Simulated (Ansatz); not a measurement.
# Ligand exchange: GaH2(NH2) + C3H8O → GaH2(OH) + C3H9N

Gas-phase species: GaH2(NH2), singlet; C3H8O `CCCO`, singlet; GaH2(OH), singlet; C3H9N (propylamine) `CCCN`, singlet. The partners trade NH2 for OH: Ga–NH2 and C–OH bonds give way to Ga–OH and C–NH2.

Shapes, held fixed at every level: PBE0-D4/def2-TZVP. Flexible molecules stand in one conformer, not always the lowest. Programs: Ansatz 0.2.0. Electronic energies: no zero-point or thermal term.

```json
{"level": "PBE-D4/def2-TZVPP", "kind": "GGA", "ΔE (kJ/mol)": "-25.1", "less CCSD(T)/def2-TZVPP": "+0.3"}
{"level": "r2SCAN-D4/def2-TZVPP", "kind": "meta-GGA", "ΔE (kJ/mol)": "-24.4", "less CCSD(T)/def2-TZVPP": "+1.0"}
{"level": "PBE0-D4/def2-TZVPP", "kind": "global hybrid", "ΔE (kJ/mol)": "-23.9", "less CCSD(T)/def2-TZVPP": "+1.5"}
{"level": "wB97M-V/def2-TZVPP", "kind": "range-separated hybrid", "ΔE (kJ/mol)": "-24.4", "less CCSD(T)/def2-TZVPP": "+1.0"}
{"level": "B2PLYP/def2-TZVPP", "kind": "double hybrid", "ΔE (kJ/mol)": "-25.0", "less CCSD(T)/def2-TZVPP": "+0.4"}
{"level": "MP2/def2-TZVPP", "kind": "perturbation theory", "ΔE (kJ/mol)": "-28.4", "less CCSD(T)/def2-TZVPP": "-3.0"}
{"level": "CCSD/def2-TZVPP", "kind": "coupled cluster or CI", "ΔE (kJ/mol)": "-24.7", "less CCSD(T)/def2-TZVPP": "+0.7"}
{"level": "CCSD(T)/def2-TZVPP", "kind": "coupled cluster or CI", "ΔE (kJ/mol)": "-25.4", "less CCSD(T)/def2-TZVPP": "0.0"}
```

The highest level, CCSD(T)/def2-TZVPP, gives ΔE = -25.4 kJ/mol; the levels span -28.4 to -23.9. The column of differences is taken from that level and isn't an error. No measured value is set beside it here. Relativity is left out for Ga. Outer-core shells of Ga are correlated, in sets that cover them unevenly.

The exchange is exothermic at every level, so gallium prefers hydroxide over amide more strongly than the propyl carbon does. Both centres form more polar bonds to oxygen than to nitrogen, but gallium is the more electropositive, and the extra ionic attraction in Ga–OH probably outweighs the loss of the stronger C–O bond. Donation from the nitrogen lone pair into the empty gallium 4p orbital should favour the amide, so it works against the exchange and evidently doesn't decide it.

Because the numbers and broad types of bonds are conserved, much of the correlation error cancels. Triples shift the coupled-cluster result by only 0.7 kJ/mol, and the density functionals lie too close together for this reaction to rank them. MP2 stands apart at -28.4 kJ/mol, perhaps because second order overstates the correlation gain in the polar Ga–O bond. The preference applies to isolated monomers and needn't carry over in size to the amido- and hydroxo-bridged oligomers that such gallium compounds tend to form.
